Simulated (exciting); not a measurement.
## Cu: equation of state with PBEsol

The system is Cu.

```
Cu
1.0
     2.53410    0.00000    0.00000
    -1.26705    2.19459    0.00000
     0.00000    0.00000    4.11257
Cu
2
Direct
  0.66667 0.33333 0.75000
  0.33333 0.66667 0.25000
```

This isn't the form of Cu at room conditions, which is fcc.

```json
{
 "Program": "exciting (release sodium)",
 "Task": "equation of state",
 "Functional": "PBEsol",
 "Potentials or basis": "all-electron LAPW+lo, shipped species files, valence relativity iora*",
 "rgkmax": "9",
 "k mesh": "12 × 12 × 7",
 "Occupations": "fermi-dirac, width 0.05 eV",
 "Spin": "no spin polarisation"
}
```

* Equilibrium volume: 11.35 Å³/atom
* Bulk modulus at fixed shape and positions: 165 GPa
* Pressure derivative of the bulk modulus: 4.3 (rough: it moves with the points fitted)

Energy against volume, from the lowest point:
```
volume (Å³/atom)  energy (meV/atom)
          10.749              17.50
          10.978               6.40
          11.207               0.53
          11.436               0.00
          11.664               4.08
          11.893              12.25
          12.122              23.91
```

Caveat: the cell was scaled at fixed shape and fractional positions, which overstates the stiffness of a crystal with free parameters, most of all of layers and chains.
